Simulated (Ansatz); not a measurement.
# Si (I4/mmm) in Ansatz: reference runs

Aim: a first look at Si with PBE, on the cell as given and on a disturbed one.

Program: Ansatz 0.2.0. These are calculated values, not measurements. Logs are shortened: lines on timing, memory, paths and dates and some standing lists are left out, and cuts for length are marked.

## Step 1: The structure

Symmetry: I4/mmm, No. 139, tetragonal system. Conventional cell: a = 6.651 Å, b = 6.651 Å, c = 3.845 Å, α = 90.00°, β = 90.00°, γ = 90.00°. Si (site symmetry m2m) has 4 Si at 2.34 to 2.38 Å as nearest neighbours.

This isn't the form of Si at room conditions, which is diamond.

## Step 2: Single point, PBE

The input, input.yaml:

```yaml
crystal:
  lattice:
    - [-3.32544429, 3.32544429, 1.92238566]
    - [3.32544429, -3.32544429, 1.92238566]
    - [3.32544429, 3.32544429, -1.92238566]
  atoms:
    - { symbol: Si, position: [0.82119894, 0.17880106, 0.0] }
    - { symbol: Si, position: [0.17880106, 0.82119894, 0.0] }
    - { symbol: Si, position: [0.82119894, 0.82119894, 0.64239788] }
    - { symbol: Si, position: [0.17880106, 0.17880106, 0.35760212] }
kpoints:
  mp_grid: { grid: [8, 8, 8] }
scf:
  occupations: { method: fermi_dirac, width: 0.05 }
hamiltonian:
  xc: pbe
  pseudopotentials: { kind: all_electron, lapw: { basis_error: 0.001 } }
output:
  forces: true
  stress: true
  eigenvalues: true
  populations: true
```

Potentials or basis: all-electron LAPW, scalar-relativistic.

The run is started by

```console
$ ansatz run input.yaml --threads 2 --pin off --max-ram 6144MiB --backend cpu --events-out ev --progress --plain --runs-dir out
```

Log:

```text
Warning: RAYON_NUM_THREADS=2 ignored (pool sized by the plan → 2); use --threads N
Si: projections on atomic orbitals take those of the free atom 1s2 2s2 2p6 3s2 3p2, of charge +0.00 (hamiltonian.pseudopotentials.projection_atoms)
LAPW: plane waves up to 7.632 Å⁻¹, error target 1.0e-3 eV per atom; small_component_spin mean_spin; Si in spheres of 1.171 Å, 12 of its electrons in bands, Dirac shells [] (how accurate: hamiltonian.pseudopotentials.lapw.basis_error, Limitations)
Engine: ansatz 0.2.0, aarch64-unknown-linux-gnu
Pseudopotentials: kind: all_electron
Pseudopotential: Si, LAPW, valence charge 12, lapw/all_electron/scalar/gaussian/Si, Koelling and Harmon's equation, gaussian nucleus
Functional definition: PBE
  parameter kappa = 0.804
  parameter beta = 0.06672455060314922
  exchange = pbe_x(kappa = kappa, mu = beta*pi^2/3)
  correlation = pbe_c(beta = beta)
Crystal: 4 atoms, lattice volume = 85.035 Å³
Basis set: ecut = 221.93277640611436 eV, 641 PW (Γ), FFT grids on a1+a2, a2, a3, exchange–correlation at level 2
Bands: 29, of which v1, the nominal top of the filled ones, is band 24 counted from 1 (23 counted from 0)
Symmetry: 16 space group operations
Space group: I4/mmm (ITA 139), of the structure as read, at distance tolerance 4.4e-5 Å
k-points: 59 of 512
Non-local potential: Si, projectors of the file, none
Initial density: superposition of atomic densities (chi_scale 0.1, normalization cell)
Initial wavefunctions: plane waves of lowest kinetic energy (no species holds an atomic orbital)
Functional: x = pbe(κ = 0.804, μ = 0.2195149727645171), c = pbe(β = 0.06672455060314922)
iter 1 solved again at ethr=3.47e-3 eV; its pass at ethr=1.00e-1 eV (dr2=1.67e0 eV) is discarded
SCF iter   1: F=—  HF=-31569.058038 eV  |F-HF|=—  |Δ(HF+E_count)|=         —  Δρ=4.11e-2  dr2=1.67e0  ethr=3.47e-3  ⟨swp⟩=2.0  Hψ=12278  notcnv=0
preconditioner: auto → none  [insulator: Δε(μ)=0.504 eV  Ē_g=8.244 eV  σ=0.050 eV  W_gap=0.99  n_scr=16 (ndim 8)  ℏωp=16.1 eV  f_vac=0.005  D(μ)=0.00/eV (n_scr^D=0)  ε∞_Penn≈4.8]
SCF iter   2: F=—  HF=-31568.704856 eV  |F-HF|=—  |Δ(HF+E_count)|=   3.53e-1  Δρ=1.71e-2  dr2=2.34e-1  ethr=3.47e-3  ⟨swp⟩=2.8  Hψ=4788  notcnv=0
iter 3 solved again at ethr=2.97e-5 eV; its pass at ethr=4.88e-4 eV (dr2=1.43e-2 eV) is discarded
SCF iter   3: F=—  HF=-31568.667900 eV  |F-HF|=—  |Δ(HF+E_count)|=   3.70e-2  Δρ=3.03e-3  dr2=1.44e-2  ethr=2.97e-5  ⟨swp⟩=2.0  Hψ=8315  notcnv=0
SCF iter   4: F=—  HF=-31568.664256 eV  |F-HF|=—  |Δ(HF+E_count)|=         —  Δρ=7.06e-4  dr2=3.39e-4  ethr=2.97e-5  ⟨swp⟩=3.0  Hψ=4978  notcnv=0
the basis was enlarged: its passes take 474.3 KiB over the memory plan, 2 of 2 planned eigensolver slots
SCF iter   5: F=—  HF=-31568.664332 eV  |F-HF|=—  |Δ(HF+E_count)|=   7.51e-5  Δρ=8.48e-5  dr2=5.46e-6  ethr=7.05e-7  ⟨swp⟩=3.0  Hψ=4822  notcnv=0
SCF iter   6: F=—  HF=-31568.664339 eV  |F-HF|=—  |Δ(HF+E_count)|=   7.61e-6  Δρ=1.62e-5  dr2=1.97e-7  ethr=1.14e-8  ⟨swp⟩=3.1  Hψ=4882  notcnv=0
SCF iter   7: F=-31568.664340 eV  HF=-31568.664340 eV  |F-HF|=6.04e-9  |Δ(HF+E_count)|=   5.71e-7  Δρ=2.63e-6  dr2=6.25e-9  ethr=4.11e-10  ⟨swp⟩=3.1  Hψ=4918  notcnv=0
SCF 1 converged in 7 iterations: F = -31568.664340 eV  dr2 = 6.25e-9
SCF converged after 7 iterations
Free energy (F): -31568.664340 eV
Harris-Foulkes:  -31568.664340 eV  (|F-HF|=6.04e-9)
Internal energy: -31568.664061 eV  (E = F + TS)
E sigma→0 (E₀):  -31568.664200 eV
Entropy (-TS):   -0.000279 eV (-0.070 meV/atom)
Fermi energy:    7.113794 eV
--- Per-component energies (eV) ---
  E_band       = -2980.382822
  E_kinetic    = 31658.925561
  E_xc         = -2272.016544
  E_electrostatic = -60955.573078  (all electrons and nuclei)
  E_smearing   = -0.000279  (= −TS)
  E_closure    = 0.000000  (closes the sum)
  E_atoms      = -31547.427532  (free atoms, spherical and without spin; not in F)
  Σ components = -31568.664340   (vs F -31568.664340, Δ=0.00e0)
  Basis errors (estimates in eV, not in F): energy 4.7e-4 per atom: plane waves 4.4e-4 (2.6e-4 summed), levels above the bands 3.3e-30, relativity 9.4e-9, radial functions 3.1e-5, core shells 3.1e-13; eigenvalues (radial functions only) 6.5e-7; not estimated: angular momenta, meshes, grids; target (lapw.basis_error) 1.0e-3; muffin-tin radii Si 1.171 Å
--- Forces (eV/Å), atoms counted from 1 ---
  atom   1  Si    -0.00616281     0.00616281     0.00000000
  atom   2  Si     0.00616281    -0.00616281     0.00000000
  atom   3  Si     0.00616281     0.00616281     0.00000000
  atom   4  Si    -0.00616281    -0.00616281     0.00000000
  max |Σ_I F_I| component: 1.56e-17 eV/Å
--- Stress (GPa, compression-positive) ---
        1.349273       0.000000       0.000000
        0.000000       1.349273      -0.000000
        0.000000      -0.000000       1.341950
  P = ⅓ Tr σ = 1.3468 GPa (13.468 kbar)
--- Band table (eV; the first three rows and the last of 59) ---
  k-point 0: bands = ["-127.0026", "-126.9994", "-126.9969", "-126.9969", "-83.0472", "-83.0448", "-83.0448", "-83.0437", "-83.0394", "-83.0394", "-83.0330", "-83.0294", "-83.0257", "-83.0257", "-83.0200", "-83.0179", "-5.0613", "-0.8419", "1.4169", "1.4169", "3.2327", "5.4935", "5.4935", "6.4271", "8.4110", "8.5791", "8.5791", "9.2954", "9.2954"]
  k-point 1: bands = ["-127.0025", "-126.9995", "-126.9969", "-126.9968", "-83.0475", "-83.0453", "-83.0444", "-83.0430", "-83.0394", "-83.0394", "-83.0331", "-83.0300", "-83.0257", "-83.0253", "-83.0199", "-83.0180", "-4.9754", "-1.1912", "1.4400", "1.4840", "3.6613", "5.3969", "5.4735", "5.9294", "8.1833", "8.6809", "9.0933", "9.1882", "9.3471"]
  k-point 2: bands = ["-127.0023", "-127.0000", "-126.9969", "-126.9966", "-83.0480", "-83.0459", "-83.0436", "-83.0420", "-83.0394", "-83.0394", "-83.0336", "-83.0312", "-83.0256", "-83.0247", "-83.0197", "-83.0182", "-4.7241", "-1.9360", "1.5210", "1.6705", "4.4950", "5.1062", "5.2014", "5.4265", "7.8180", "8.9768", "9.0642", "9.3914", "10.4547"]
  k-point 58: bands = ["-127.0010", "-127.0010", "-126.9985", "-126.9953", "-83.0498", "-83.0446", "-83.0446", "-83.0404", "-83.0383", "-83.0356", "-83.0351", "-83.0320", "-83.0320", "-83.0209", "-83.0190", "-83.0190", "-2.8629", "-2.8629", "-2.1628", "1.9927", "4.0477", "6.7580", "6.9878", "6.9878", "7.3768", "10.1889", "10.4657", "11.0036", "11.4703"]
--- Löwdin populations: 4 sites ---
  site symbol       q [e]
     0     Si     13.9595
     1     Si     13.9595
     2     Si     13.9595
     3     Si     13.9595
  spilling = 0.002894 (of n_electrons = 56.000000)
```

It took 15 s on 2 threads of Arm Neoverse V1, shared host; peak memory 0.38 GiB.

Results:

* Free energy: -31568.6643 eV
* Pressure: 1.3 GPa
* Largest force: 0.009 eV/Å
* Band gap on the k mesh: 0.26 eV, indirect (least direct gap 0.39 eV)

Forces on the atoms (eV/Å):
```
Si  -0.006  0.006  0.000
Si   0.006 -0.006  0.000
Si   0.006  0.006  0.000
Si  -0.006 -0.006  0.000
```

## Step 3: Equation of state, PBE

Potentials or basis: all-electron LAPW, scalar-relativistic.

No new run: the results of the series are fitted here.

What came out:

```yaml
Equilibrium_volume: 21.60 Å³/atom
Bulk_modulus_at_fixed_shape_and_positions: 82 GPa
Pressure_derivative_of_the_bulk_modulus: 4.2
```

Energy against volume, from the lowest point:
```csv
volume (Å³/atom),energy (meV/atom)
19.983,35.24
20.409,18.42
20.834,7.31
21.259,1.35
21.684,0.00
22.109,2.89
22.534,9.54
```

Caveat: the cell was scaled at fixed shape and fractional positions, which overstates the stiffness of a crystal with free parameters, most of all of layers and chains.

## Step 4: Single point, PBE (atoms moved at random, drawn with an rms of 0.05 Å)

The input, input.yaml:

```yaml
crystal:
  lattice:
    - [-3.32544429, 3.32544429, 1.92238566]
    - [3.32544429, -3.32544429, 1.92238566]
    - [3.32544429, 3.32544429, -1.92238566]
  atoms:
    - { symbol: Si, position: [0.81903, 0.173803, 0.002409] }
    - { symbol: Si, position: [0.156219, 0.814171, -0.004246] }
    - { symbol: Si, position: [0.831496, 0.830584, 0.65557] }
    - { symbol: Si, position: [0.18395, 0.190393, 0.356093] }
kpoints:
  mp_grid: { grid: [8, 8, 8] }
scf:
  occupations: { method: fermi_dirac, width: 0.05 }
hamiltonian:
  xc: pbe
  pseudopotentials: { kind: all_electron, lapw: { basis_error: 0.001 } }
output:
  forces: true
  stress: true
  eigenvalues: true
  populations: true
```

Potentials or basis: all-electron LAPW, scalar-relativistic.

The run is started by

```console
$ ansatz run input.yaml --threads 2 --pin off --max-ram 6144MiB --backend cpu --events-out ev --progress --plain --runs-dir out
```

Log:

```text
Warning: RAYON_NUM_THREADS=2 ignored (pool sized by the plan → 2); use --threads N
Si: projections on atomic orbitals take those of the free atom 1s2 2s2 2p6 3s2 3p2, of charge +0.00 (hamiltonian.pseudopotentials.projection_atoms)
LAPW: plane waves up to 8.028 Å⁻¹, error target 1.0e-3 eV per atom; small_component_spin mean_spin; Si in spheres of 1.133 Å, 12 of its electrons in bands, Dirac shells [] (how accurate: hamiltonian.pseudopotentials.lapw.basis_error, Limitations)
Engine: ansatz 0.2.0, aarch64-unknown-linux-gnu
Pseudopotentials: kind: all_electron
Pseudopotential: Si, LAPW, valence charge 12, lapw/all_electron/scalar/gaussian/Si, Koelling and Harmon's equation, gaussian nucleus
Functional definition: PBE
  parameter kappa = 0.804
  parameter beta = 0.06672455060314922
  exchange = pbe_x(kappa = kappa, mu = beta*pi^2/3)
  correlation = pbe_c(beta = beta)
Crystal: 4 atoms, lattice volume = 85.035 Å³
Basis set: ecut = 245.55748308141096 eV, 757 PW (Γ), FFT grids on a1+a2, a2, a3, exchange–correlation at level 2
Bands: 29, of which v1, the nominal top of the filled ones, is band 24 counted from 1 (23 counted from 0)
Symmetry: 1 space group operations
Space group: P1 (ITA 1), of the structure as read, at distance tolerance 4.4e-5 Å
k-points: 260 of 512 (time reversal used)
Non-local potential: Si, projectors of the file, none
Initial density: superposition of atomic densities (chi_scale 0.1, normalization cell)
Initial wavefunctions: plane waves of lowest kinetic energy (no species holds an atomic orbital)
Functional: x = pbe(κ = 0.804, μ = 0.2195149727645171), c = pbe(β = 0.06672455060314922)
iter 1 solved again at ethr=3.64e-3 eV; its pass at ethr=1.00e-1 eV (dr2=1.75e0 eV) is discarded
SCF iter   1: F=—  HF=-31568.961755 eV  |F-HF|=—  |Δ(HF+E_count)|=         —  Δρ=4.19e-2  dr2=1.75e0  ethr=3.64e-3  ⟨swp⟩=2.0  Hψ=54132  notcnv=0
preconditioner: auto → none  [insulator: Δε(μ)=0.160 eV  Ē_g=8.263 eV  σ=0.050 eV  W_gap=0.59  n_scr=16 (ndim 8)  ℏωp=16.1 eV  f_vac=0.007  D(μ)=0.10/eV (n_scr^D=0)  ε∞_Penn≈4.8]
SCF iter   2: F=—  HF=-31568.582190 eV  |F-HF|=—  |Δ(HF+E_count)|=   3.80e-1  Δρ=1.74e-2  dr2=2.38e-1  ethr=3.64e-3  ⟨swp⟩=3.0  Hψ=21537  notcnv=0
iter 3 solved again at ethr=4.94e-5 eV; its pass at ethr=4.96e-4 eV (dr2=2.37e-2 eV) is discarded
SCF iter   3: F=—  HF=-31568.546737 eV  |F-HF|=—  |Δ(HF+E_count)|=   3.55e-2  Δρ=3.85e-3  dr2=2.39e-2  ethr=4.94e-5  ⟨swp⟩=2.0  Hψ=36823  notcnv=0
SCF iter   4: F=—  HF=-31568.540484 eV  |F-HF|=—  |Δ(HF+E_count)|=         —  Δρ=9.04e-4  dr2=6.95e-4  ethr=4.94e-5  ⟨swp⟩=3.0  Hψ=22250  notcnv=0
the basis was enlarged: its passes take 468.0 KiB over the memory plan, 2 of 2 planned eigensolver slots
SCF iter   5: F=—  HF=-31568.540579 eV  |F-HF|=—  |Δ(HF+E_count)|=   9.43e-5  Δρ=3.39e-4  dr2=3.05e-4  ethr=1.45e-6  ⟨swp⟩=3.0  Hψ=21518  notcnv=0
SCF iter   6: F=—  HF=-31568.540501 eV  |F-HF|=—  |Δ(HF+E_count)|=   7.79e-5  Δρ=5.49e-5  dr2=2.69e-6  ethr=6.35e-7  ⟨swp⟩=3.0  Hψ=20554  notcnv=0
SCF iter   7: F=—  HF=-31568.540505 eV  |F-HF|=—  |Δ(HF+E_count)|=   4.16e-6  Δρ=1.79e-5  dr2=2.59e-7  ethr=5.60e-9  ⟨swp⟩=3.0  Hψ=21608  notcnv=0
SCF iter   8: F=-31568.540505 eV  HF=-31568.540505 eV  |F-HF|=7.38e-8  |Δ(HF+E_count)|=   4.82e-7  Δρ=5.36e-6  dr2=8.78e-8  ethr=5.40e-10  ⟨swp⟩=3.0  Hψ=21610  notcnv=0
SCF 1 converged in 8 iterations: F = -31568.540505 eV  dr2 = 8.78e-8
SCF converged after 8 iterations
Free energy (F): -31568.540505 eV
Harris-Foulkes:  -31568.540505 eV  (|F-HF|=7.38e-8)
Internal energy: -31568.539026 eV  (E = F + TS)
E sigma→0 (E₀):  -31568.539766 eV
Entropy (-TS):   -0.001480 eV (-0.370 meV/atom)
Fermi energy:    7.009890 eV
--- Per-component energies (eV) ---
  E_band       = -2980.653445
  E_kinetic    = 31660.060519
  E_xc         = -2272.216518
  E_electrostatic = -60956.383027  (all electrons and nuclei)
  E_smearing   = -0.001480  (= −TS)
  E_closure    = 0.000000  (closes the sum)
  E_atoms      = -31547.427532  (free atoms, spherical and without spin; not in F)
  Σ components = -31568.540505   (vs F -31568.540505, Δ=0.00e0)
  Basis errors (estimates in eV, not in F): energy 4.7e-4 per atom: plane waves 4.3e-4 (2.6e-4 summed), levels above the bands 5.2e-32, relativity 4.0e-9, radial functions 3.6e-5, core shells 1.6e-12; eigenvalues (radial functions only) 3.6e-7; not estimated: angular momenta, meshes, grids; target (lapw.basis_error) 1.0e-3; muffin-tin radii Si 1.133 Å
--- Forces (eV/Å), atoms counted from 1 ---
  atom   1  Si     0.69773207    -0.75914478    -0.25003888
  atom   2  Si    -0.50103576     1.49428884     0.32399550
  atom   3  Si    -0.60357721    -1.40517795     0.20057596
  atom   4  Si     0.40688450     0.66996249    -0.27452991
  max |Σ_I F_I| component: 7.14e-5 eV/Å
--- Stress (GPa, compression-positive) ---
        2.097232       0.117786       0.591503
        0.117786       5.528738      -0.156843
        0.591503      -0.156843      -1.205102
  P = ⅓ Tr σ = 2.1403 GPa (21.403 kbar)
--- Band table (eV; the first three rows and the last of 260) ---
  k-point 0: bands = ["-127.0224", "-127.0114", "-126.9852", "-126.9732", "-83.0654", "-83.0614", "-83.0553", "-83.0501", "-83.0483", "-83.0417", "-83.0249", "-83.0230", "-83.0153", "-83.0076", "-83.0065", "-82.9972", "-5.1369", "-0.5972", "1.0843", "1.3734", "2.9151", "5.6836", "5.7856", "6.1652", "8.0523", "8.7089", "8.7439", "9.4567", "9.5575"]
  k-point 1: bands = ["-127.0224", "-127.0114", "-126.9852", "-126.9732", "-83.0654", "-83.0614", "-83.0553", "-83.0501", "-83.0483", "-83.0418", "-83.0248", "-83.0230", "-83.0153", "-83.0076", "-83.0065", "-82.9972", "-5.0517", "-1.0217", "1.1819", "1.4066", "3.3889", "5.5609", "5.7302", "5.7611", "8.3144", "8.3589", "9.2208", "9.3525", "9.5411"]
  k-point 2: bands = ["-127.0224", "-127.0114", "-126.9852", "-126.9732", "-83.0655", "-83.0614", "-83.0553", "-83.0499", "-83.0483", "-83.0420", "-83.0247", "-83.0230", "-83.0154", "-83.0075", "-83.0065", "-82.9972", "-4.8036", "-1.8465", "1.3614", "1.5166", "4.3375", "4.9728", "5.3236", "5.7029", "7.8752", "9.0297", "9.1978", "9.3170", "10.4852"]
  k-point 259: bands = ["-127.0224", "-127.0114", "-126.9853", "-126.9732", "-83.0658", "-83.0611", "-83.0551", "-83.0496", "-83.0482", "-83.0425", "-83.0246", "-83.0230", "-83.0155", "-83.0077", "-83.0065", "-82.9970", "-2.8442", "-2.7025", "-2.5539", "2.0167", "4.1480", "6.6670", "6.9047", "7.1207", "7.5348", "10.1715", "10.7477", "11.1653", "11.3016"]
--- Löwdin populations: 4 sites ---
  site symbol       q [e]
     0     Si     13.9581
     1     Si     13.9586
     2     Si     13.9585
     3     Si     13.9581
  spilling = 0.002978 (of n_electrons = 56.000000)
```

populations.tsv:

```text
# site	symbol	l	j	q
# orbitals = lowdin
# n_electrons = 56.000000
# spilling = 0.002978
# projection_atom_Si: 1s2 2s2 2p6 3s2 3p2
0	Si	0_1S	-	1.999825
0	Si	0_2S	-	1.985838
0	Si	0_3S	-	1.195893
0	Si	1_2P	-	5.996872
0	Si	1_3P	-	2.779655
1	Si	0_1S	-	1.999818
1	Si	0_2S	-	1.985283
1	Si	0_3S	-	1.185864
1	Si	1_2P	-	5.996736
1	Si	1_3P	-	2.790892
2	Si	0_1S	-	1.999813
2	Si	0_2S	-	1.984909
2	Si	0_3S	-	1.178395
2	Si	1_2P	-	5.996640
2	Si	1_3P	-	2.798746
3	Si	0_1S	-	1.999826
3	Si	0_2S	-	1.985893
3	Si	0_3S	-	1.196019
3	Si	1_2P	-	5.996881
3	Si	1_3P	-	2.779448
```

Run time: 2.4 min. Hardware: 2 threads of Arm Neoverse V1, shared host; peak memory 0.89 GiB.

Results:

* Free energy: -31568.5405 eV
* Pressure: 2.1 GPa
* Largest force: 1.609 eV/Å
* Band gap on the k mesh: none (metal or under the smearing width)

Forces in eV/Å, atoms in the order of the input:
```
Si   0.698 -0.759 -0.250
Si  -0.501  1.494  0.324
Si  -0.604 -1.405  0.201
Si   0.407  0.670 -0.275
```

Stress tensor (GPa, compression positive):
```
 2.10  0.12  0.59
 0.12  5.53 -0.16
 0.59 -0.16 -1.21
```

Levels at points of the mesh, in eV from the Fermi level:
```csv
k point,band 21,band 22,band 23,band 24,band 25,band 26,band 27,band 28
"(0.00, 0.00, 0.00)",-4.09,-1.33,-1.22,-0.84,1.04,1.70,1.73,2.45
"(0.00, 0.00, -0.50)",-2.93,-1.96,-1.79,-1.38,1.66,1.80,2.13,3.79
"(0.00, -0.50, 0.00)",-4.41,-3.69,-2.50,-1.39,0.98,2.38,2.59,3.13
"(0.00, -0.50, -0.50)",-4.40,-3.57,-2.50,-1.53,0.93,2.31,2.82,3.20
"(-0.50, 0.00, 0.00)",-4.41,-3.58,-2.50,-1.51,0.93,2.32,2.86,3.19
"(-0.50, 0.00, -0.50)",-4.47,-3.79,-2.45,-1.31,0.87,2.48,2.76,3.12
"(-0.50, -0.50, 0.00)",-2.91,-1.93,-1.77,-1.44,1.70,1.81,2.08,3.80
"(-0.50, -0.50, -0.50)",-2.86,-0.34,-0.11,0.11,0.52,3.16,3.74,4.16
```

## Step 5: The runs side by side

```csv
task,cell,cutoff (eV),gap on the mesh (eV),pressure (GPa),largest force (eV/Å)
single point,as given,222,0.26,1.3,0.01
equation of state,as given,-,-,-,-
single point,"atoms moved at random, drawn with an rms of 0.05 Å",246,none,2.1,1.61
```

Alike in all rows: level PBE; potentials or basis all-electron LAPW, scalar-relativistic; no spin polarisation; k mesh 8 × 8 × 8; smearing fermi-dirac 0.05 eV; basis error allowed 0.001 eV/atom.

Caveats: the cell was scaled at fixed shape and fractional positions, which overstates the stiffness of a crystal with free parameters, most of all of layers and chains (some runs).

Compare energies only between runs with the same functional and basis.
